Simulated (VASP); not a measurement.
# Ge (Fd-3m) in VASP: further runs

Runs on Ge. Level: PBE. Tasks: single point.

Everything below comes from runs of VASP 6.6.1. Logs are shortened: lines on timing, memory, paths and dates and some standing lists are left out, and cuts for length are marked.

**What was measured.**

“Electronic and optical properties of SixGe1-x-ySny alloys lattice-matched to Ge”, 2021, arxiv:2109.02782 reports, for a bulk crystal of Ge at 300 K: band gap 0.807 eV (direct).

From “Temperature-dependent photoluminescence in Ge: experiment and theory”, 2020, arxiv:2003.00143, for a bulk crystal of Ge at 0 K: band gap 0.744 eV (indirect).

The results are compared with them further down.

## (1) The crystal as given

It takes space group Fd-3m (No. 227, cubic). The conventional cell has a = 5.658 Å, b = 5.658 Å, c = 5.658 Å, α = 90.00°, β = 90.00°, γ = 90.00°. Ge (site symmetry -43m) is surrounded by 4 Ge at 2.45 Å.

## (2) Single point, PBE

Input file INCAR:

```
PREC     = Accurate       # precision mode
ENCUT    = 520            # plane-wave cutoff, eV
EDIFF    = 1E-7           # SCF threshold, eV
ISMEAR   = 0              # smearing method
SIGMA    = 0.015          # smearing width, eV
LREAL    = False          # projectors in reciprocal space
LASPH    = True           # aspherical terms in the spheres
NELM     = 100            # most SCF steps
ALGO     = Normal         # electronic algorithm
ISIF     = 2              # what is computed and relaxed
LWAVE    = False          # write WAVECAR
LCHARG   = False          # write CHGCAR
GGA      = PE             # functional
NBANDS   = 21             # bands
```

Input file KPOINTS:

```
Automatic mesh
0
Gamma
  8 8 8
```

Input file POSCAR:

```
Ge
1.0
    0.0000000000      2.8289100000      2.8289100000
    2.8289100000      0.0000000000      2.8289100000
    2.8289100000      2.8289100000      0.0000000000
Ge
2
Direct
    0.7500000000      0.7500000000      0.7500000000
    0.5000000000      0.5000000000      0.5000000000
```

Potentials or basis: VASP PAW PBE potentials, release 64 (Ge_d).

The run is started by

```
> cat potpaw_PBE.64/Ge_d/POTCAR > POTCAR
> mpirun -np 1 vasp_std > vasp.out
```

OUTCAR:

```text
PREC = Accurate
   ENCUT = 520
   EDIFF = 1E-7
   ISMEAR = 0
   LREAL = False
   LASPH = True
   NELM = 100
   ISIF = 2
   GGA = PE

 ion  position               nearest neighbor table
   1  0.750  0.750  0.750-   2 2.45   2 2.45   2 2.45   2 2.45
   2  0.500  0.500  0.500-   1 2.45   1 2.45   1 2.45   1 2.45

  LATTYP: Found a face centered cubic cell.
 ALAT       =     5.6578200000

  Lattice vectors:

 A1 = (   0.0000000000,   2.8289100000,   2.8289100000)
 A2 = (   2.8289100000,   0.0000000000,   2.8289100000)
 A3 = (   2.8289100000,   2.8289100000,   0.0000000000)

Analysis of symmetry for initial positions (statically):
=====================================================================
 Subroutine PRICEL returns:
 Original cell was already a primitive cell.

 Routine SETGRP: Setting up the symmetry group for a
 face centered cubic supercell.

 Subroutine GETGRP returns: Found 48 space group operations
 (whereof 24 operations were pure point group operations)
 out of a pool of 48 trial point group operations.

The static configuration has the point symmetry T_d .
 The point group associated with its full space group is O_h .

Analysis of symmetry for dynamics (positions and initial velocities):
=====================================================================
 Subroutine PRICEL returns:
 Original cell was already a primitive cell.

 Routine SETGRP: Setting up the symmetry group for a
 face centered cubic supercell.

 Subroutine GETGRP returns: Found 48 space group operations
 (whereof 24 operations were pure point group operations)
 out of a pool of 48 trial point group operations.

The dynamic configuration has the point symmetry T_d .
 The point group associated with its full space group is O_h .

 Subroutine INISYM returns: Found 48 space group operations
 (whereof 24 operations are pure point group operations),
 and found     1 'primitive' translations

----------------------------------------------------------------------------------------

                                     Primitive cell

  volume of cell :      45.2780

  direct lattice vectors                    reciprocal lattice vectors
     0.000000000  2.828910000  2.828910000    -0.176746521  0.176746521  0.176746521
     2.828910000  0.000000000  2.828910000     0.176746521 -0.176746521  0.176746521
     2.828910000  2.828910000  0.000000000     0.176746521  0.176746521 -0.176746521

  length of vectors
     4.000682889  4.000682889  4.000682889     0.306133954  0.306133954  0.306133954

  position of ions in fractional coordinates (direct lattice)
     0.750000000  0.750000000  0.750000000
     0.500000000  0.500000000  0.500000000

  ion indices of the primitive-cell ions
   primitive index   ion index
                 1           1
                 2           2

----------------------------------------------------------------------------------------

 KPOINTS: Automatic mesh

Automatic generation of k-mesh.
 Grid dimensions read from file:
 generate k-points for:    8    8    8

 Generating k-lattice:

  Cartesian coordinates                     Fractional coordinates (reciprocal lattice)
    -0.022093315  0.022093315  0.022093315     0.125000000  0.000000000  0.000000000
     0.022093315 -0.022093315  0.022093315     0.000000000  0.125000000  0.000000000
     0.022093315  0.022093315 -0.022093315     0.000000000  0.000000000  0.125000000

  Length of vectors
     0.038266744  0.038266744  0.038266744

  Shift w.r.t. Gamma in fractional coordinates (k-lattice)
     0.000000000  0.000000000  0.000000000

 Subroutine IBZKPT returns following result:
 ===========================================

 Found     29 irreducible k-points:

 Following reciprocal coordinates:
            Coordinates               Weight
  0.000000  0.000000  0.000000      1.000000
  0.125000  0.000000  0.000000      8.000000
  0.250000  0.000000  0.000000      8.000000
  0.375000  0.000000  0.000000      8.000000
  0.500000  0.000000  0.000000      4.000000
  0.125000  0.125000  0.000000      6.000000
[... 16 lines left out ...]
  0.500000  0.250000  0.125000     48.000000
 -0.375000  0.250000  0.125000     24.000000
 [... further k-points ...]
   k-points           NKPTS =     29   k-points in BZ     NKDIM =     29   number of bands    NBANDS=     21
   number of dos      NEDOS =    301   number of ions     NIONS =      2
   total plane-waves  NPLWV =  27000
   dimension x,y,z NGX =    30 NGY =   30 NGZ =   30
   dimension x,y,z NGXF=    60 NGYF=   60 NGZF=   60
   ions per type =               2
   NGX,Y,Z   is equivalent  to a cutoff of  12.47, 12.47, 12.47 a.u.
   NGXF,Y,Z  is equivalent  to a cutoff of  24.93, 24.93, 24.93 a.u.
 SYSTEM =  unknown system
   PREC   = accura    normal or accurate (medium, high low for compatibility)
   ISTART =      0    job   : 0-new  1-cont  2-samecut
   ICHARG =      2    charge: 1-file 2-atom 10-const
   ISPIN  =      1    spin polarized calculation?
   LNONCOLLINEAR =      F non collinear calculations
   LSORBIT =      F    spin-orbit coupling
   LASPH  =      T    aspherical Exc in radial PAW
   ENCUT  =  520.0 eV  38.22 Ry    6.18 a.u.   7.44  7.44  7.44*2*pi/ulx,y,z
   NELM   =    100;   NELMIN=  2; NELMDL= -5     # of ELM steps
   EDIFF  = 0.1E-06   stopping-criterion for ELM
   LREAL  =      F    real-space projection
   EDIFFG = 0.1E-05   stopping-criterion for IOM
   NSW    =      0    number of steps for IOM
   IBRION =     -1    ionic relax: 0-MD 1-quasi-New 2-CG
   NFREE  =      0    steps in history (QN), initial steepest desc. (CG)
   ISIF   =      2    stress and relaxation
   ISYM   =      2    0-nonsym 1-usesym 2-fastsym
   POTIM  = 0.5000    time-step for ionic-motion
   TEBEG  =    0.0;   TEEND  =   0.0 temperature during run
   PSTRESS=    0.0 pullay stress
   NELECT =      28.0000    total number of electrons
   NUPDOWN=      -1.0000    fix difference up-down
   EMIN   =  10.00;   EMAX   =-10.00  energy-range for DOS
   EFERMI =   0.00;   METHOD = LEGACY
   ISMEAR =     0;   SIGMA  =   0.01  broadening in eV -4-tet -1-fermi 0-gaus
   EFERMI_NEDOS =   21; number of points for ismear=-14 and -15
   IALGO  =     38    algorithm
   IMIX   =      4    mixing-type and parameters
     AMIX     =   0.40;   BMIX     =  1.00
     AMIX_MAG =   1.60;   BMIX_MAG =  1.00
  volume/ion in A,a.u.               =      22.64       152.78
  Fermi-wavevector in a.u.,A,eV,Ry     =   1.394756  2.635708 26.468033  1.945346
  Thomas-Fermi vector in A             =   2.518275
   LORBIT       =      0    0 simple, 1 ext, 2 COOP (PROOUT), +10 PAW based schemes
   GGA     = PE    functional components
   LHFCALC =     F    Hartree Fock is set to
   AEXX    =    0.0000 exact exchange contribution
   IVDW    =     0    specifies the selected vdW correction
   LEPSILON=     F    determine dielectric tensor
   LRPA    =     F    only Hartree local field effects (RPA)
 non-spin polarized calculation
 Gauss-broadening in eV      SIGMA  =   0.01
  energy-cutoff  :      520.00
  volume of cell :       45.28
 maximum number of plane-waves:      1243
 NGX is ok and might be reduce to    30
   NGX = 15   NGY = 15   NGZ = 15

 number of electron      28.0000022 magnetization

 Free energy of the ion-electron system (eV)
  ---------------------------------------------------
  ext. energy  EPLUGINS =         0.00000000
  ---------------------------------------------------
  free energy    TOTEN  =        -8.99883448 eV

  energy without entropy =       -8.99881980  energy(sigma->0) =       -8.99882714

 E-fermi :   5.0146     XC(G=0):  -9.9229

 val. band max:        4.9944955568   @ k =   0.0000   0.0000   0.0000
 cond. band min:       5.0291095784   @ k =   0.0000   0.0000   0.0000
 fundamental gap:      0.0346140216
 Fermi energy:         5.0146396189

 k-point     1 :       0.0000    0.0000    0.0000
  band No.  band energies     occupation
      1     -19.8212      2.00000
      2     -19.8212      2.00000
      3     -19.8212      2.00000
      4     -19.7851      2.00000
      5     -19.7851      2.00000
      6     -19.5745      2.00000
[... 13 lines left out ...]
     20      14.4761      0.00000
     21      14.4761      0.00000

 k-point     2 :       0.1250    0.0000    0.0000
  band No.  band energies     occupation
      1     -19.8293      2.00000
      2     -19.8293      2.00000
      3     -19.8186      2.00000
      4     -19.7737      2.00000
      5     -19.7737      2.00000
      6     -19.5864      2.00000
[... 13 lines left out ...]
     20      13.5766      0.00000
     21      13.5766      0.00000

 k-point     3 :       0.2500    0.0000    0.0000
  band No.  band energies     occupation
      1     -19.8393      2.00000
      2     -19.8393      2.00000
      3     -19.8125      2.00000
      4     -19.7565      2.00000
      5     -19.7565      2.00000
      6     -19.6001      2.00000
[... 13 lines left out ...]
     20      13.3273      0.00000
     21      13.3273      0.00000

 k-point     4 :       0.3750    0.0000    0.0000
  band No.  band energies     occupation
      1     -19.8444      2.00000
      2     -19.8444      2.00000
      3     -19.8062      2.00000
      4     -19.7460      2.00000
      5     -19.7460      2.00000
      6     -19.6072      2.00000
[... 13 lines left out ...]
     20      14.5039      0.00000
     21      14.5039      0.00000

 k-point     5 :       0.5000    0.0000    0.0000
  band No.  band energies     occupation
      1     -19.8456      2.00000
      2     -19.8456      2.00000
      3     -19.8036      2.00000
      4     -19.7431      2.00000
      5     -19.7431      2.00000
      6     -19.6088      2.00000
[... 13 lines left out ...]
     20      16.0844      0.00000
     21      16.2181      0.00000

 k-point     6 :       0.1250    0.1250    0.0000
  band No.  band energies     occupation
      1     -19.8287      2.00000
      2     -19.8269      2.00000
      3     -19.8269      2.00000
      4     -19.7761      2.00000
      5     -19.7614      2.00000
      6     -19.6088      2.00000
[... 13 lines left out ...]
     20      12.6418      0.00000
     21      14.7416      0.00000

 k-point     7 :       0.2500    0.1250    0.0000
  band No.  band energies     occupation
      1     -19.8423      2.00000
      2     -19.8350      2.00000
      3     -19.8181      2.00000
      4     -19.7620      2.00000
      5     -19.7414      2.00000
      6     -19.6293      2.00000
[... 13 lines left out ...]
     20      13.9518      0.00000
     21      14.5330      0.00000
[... 291 lines left out ...]
      1     -19.8721      2.00000
      2     -19.8561      2.00000
      3     -19.7672      2.00000
      4     -19.7084      2.00000
      5     -19.6820      2.00000
      6     -19.6687      2.00000
[... 13 lines left out ...]
     20      14.8168      0.00000
     21      18.5834      0.00000

 k-point    21 :       0.5000    0.5000    0.0000
  band No.  band energies     occupation
      1     -19.8551      2.00000
      2     -19.8551      2.00000
      3     -19.7696      2.00000
      4     -19.7696      2.00000
      5     -19.6703      2.00000
      6     -19.6703      2.00000
[... 13 lines left out ...]
     20      16.6053      0.00000
     21      17.8363      0.00000

 k-point    22 :       0.3750    0.2500    0.1250
  band No.  band energies     occupation
      1     -19.8498      2.00000
      2     -19.8473      2.00000
      3     -19.8044      2.00000
      4     -19.7488      2.00000
      5     -19.7203      2.00000
      6     -19.6510      2.00000
[... 13 lines left out ...]
     20      15.1340      0.00000
     21      15.3939      0.00000

 k-point    23 :       0.5000    0.2500    0.1250
  band No.  band energies     occupation
      1     -19.8617      2.00000
      2     -19.8538      2.00000
      3     -19.7827      2.00000
      4     -19.7339      2.00000
      5     -19.7076      2.00000
      6     -19.6596      2.00000
[... 13 lines left out ...]
     20      14.6693      0.00000
     21      16.5255      0.00000

 k-point    24 :      -0.3750    0.2500    0.1250
  band No.  band energies     occupation
      1     -19.8669      2.00000
      2     -19.8551      2.00000
      3     -19.7729      2.00000
      4     -19.7229      2.00000
      5     -19.7091      2.00000
      6     -19.6545      2.00000
[... 13 lines left out ...]
     20      15.9593      0.00000
     21      16.4688      0.00000

 [... further k-points ...]

------------------------ aborting loop because EDIFF is reached ----------------------------------------

  FORCE on cell =-STRESS in cart. coord.  units (eV):
  Direction    XX          YY          ZZ          XY          YZ          ZX
  --------------------------------------------------------------------------------------
  -------------------------------------------------------------------------------------
  Total        0.9875997      0.9875997      0.9875997     -0.0000000     -0.0000000     -0.0000000
  in kB       34.9465363     34.9465363     34.9465363     -0.0000000     -0.0000000     -0.0000000
  external PRESSURE =      34.9465363 kB  Pullay stress =       0.0000000 kB

 VOLUME and BASIS-vectors are now :
 -----------------------------------------------------------------------------
  energy-cutoff  :      520.00
  volume of cell :       45.28
      direct lattice vectors                 reciprocal lattice vectors
     0.000000000  2.828910000  2.828910000    -0.176746521  0.176746521  0.176746521
     2.828910000  0.000000000  2.828910000     0.176746521 -0.176746521  0.176746521
     2.828910000  2.828910000  0.000000000     0.176746521  0.176746521 -0.176746521

 POSITION                                       TOTAL-FORCE (eV/Angst)
 -----------------------------------------------------------------------------------
      4.24336      4.24336      4.24336        -0.000000     -0.000000     -0.000000
      2.82891      2.82891      2.82891         0.000000      0.000000      0.000000
 -----------------------------------------------------------------------------------
    total drift:                                0.000000     -0.000000     -0.000000

  FREE ENERGIE OF THE ION-ELECTRON SYSTEM (eV)
  ---------------------------------------------------
  free  energy   TOTEN  =        -8.9988344770 eV

  energy  without entropy=       -8.9988197958  energy(sigma->0) =       -8.99882714
```

Wall time 28 s (1 thread of Intel Xeon Platinum 8488C (Sapphire Rapids), shared host); peak memory 0.16 GiB.

What came out:

```yaml
Free_energy: -8.9988 eV
Pressure: 3.5 GPa
Band_gap_on_the_k_mesh: 0.03 eV, direct
```

## (3) Single point, PBE

Input file INCAR:

```
PREC     = Accurate       # precision mode
ENCUT    = 520            # plane-wave cutoff, eV
EDIFF    = 1E-7           # SCF threshold, eV
ISMEAR   = 0              # smearing method
SIGMA    = 0.027000000000000003 # smearing width, eV
LREAL    = False          # projectors in reciprocal space
LASPH    = True           # aspherical terms in the spheres
NELM     = 60             # most SCF steps
ALGO     = Normal         # electronic algorithm
ISIF     = 2              # what is computed and relaxed
LWAVE    = False          # write WAVECAR
LCHARG   = True           # write CHGCAR
GGA      = PE             # functional
LELF     = True           # ELF
LVHAR    = True
```

KPOINTS is that of step 2.

POSCAR is that of step 2.

Potentials or basis: VASP PAW PBE potentials, release 64 (Ge_d).

The run is started by

```
> cat potpaw_PBE.64/Ge_d/POTCAR > POTCAR
> mpirun -np 1 vasp_std > vasp.out
```

Run time: 10 s. Hardware: 1 thread of Intel Xeon 6975P-C (Granite Rapids), shared host; peak memory 0.17 GiB.

The run converged. Its results:

```yaml
Free_energy: -8.9989 eV
Pressure: 3.5 GPa
Band_gap_on_the_k_mesh: 0.03 eV, direct
```

Levels at points of the mesh, in eV from the valence-band top:
```
           k point  band 12  band 13  band 14  band 15  band 16  band 17
(0.00, 0.00, 0.00)     0.00     0.00     0.00     0.03     2.55     2.55
(0.50, 0.00, 0.00)    -7.60    -1.41    -1.41     0.18     3.75     3.75
(0.50, 0.50, 0.00)    -8.89    -3.07    -3.07     0.75     0.75     9.52
```

## (4) The reference run

An earlier run on the cell as given: functional PBEsol; potentials or basis VASP PAW PBE potentials, release 64 (Ge_d); cutoff 520 eV; k mesh 8 × 8 × 8; occupations fermi-dirac, width 0.05 eV; no spin polarisation.

* Pressure: 0.5 GPa
* Band gap on the k mesh: none (metal or under the smearing width)

## (5) Overview

| level | smearing | ladder | gap on the mesh (eV) | pressure (GPa) |
| --- | --- | --- | --- | --- |
| PBE | gaussian 0.015 eV | - | 0.03 | 3.5 |
| PBE | gaussian 0.027 eV | - | 0.03 | 3.5 |
| PBEsol | fermi-dirac 0.05 eV | free | none | 0.5 |

Alike in all rows: task single point; potentials or basis VASP PAW PBE potentials, release 64 (Ge_d); no spin polarisation; cell as given; k mesh 8 × 8 × 8; cutoff (eV) 520.

On the cell as given the gap runs from zero (PBEsol) to 0.03 eV (PBE). The pressure there spans 0.5 GPa (PBEsol) to 3.5 GPa (PBE); a positive pressure means that this level wants a larger cell, a negative one a smaller.

Caveats: the PAW data sets were made with another functional, which shifts forces and pressure a little (some runs); this crystal is a semiconductor, whose small gap the functional closes, so the metal is an error of the method (some runs).

Absolute energies hang on the potentials; compare differences alone.

## (6) Comparison with measurements

Step 2. Measured gap of Ge: 0.807 eV (direct; 300 K; “Electronic and optical properties of SixGe1-x-ySny alloys lattice-matched to Ge”, 2021, arxiv:2109.02782). This calculation gives 0.03 eV (-0.77 eV). 3 values of this kind are on record (0.666 to 0.807 eV); this one was drawn at random among those near their median. Spin-orbit coupling on Ge is left out. The value is that of PBE on a finite k mesh, which can miss the band edges, without temperature or zero-point motion. Semilocal functionals fall short of measured gaps as a rule.

Step 3. Against the measured gap of Ge, 0.744 eV (indirect; 0 K; “Temperature-dependent photoluminescence in Ge: experiment and theory”, 2020, arxiv:2003.00143), the calculated 0.03 eV is off by -0.71 eV. 3 values of this kind are on record (0.666 to 0.807 eV); this one was drawn at random among those near their median. Spin-orbit coupling on Ge is left out. The value is that of PBE on a finite k mesh, which can miss the band edges, without temperature or zero-point motion. Semilocal functionals fall short of measured gaps as a rule.
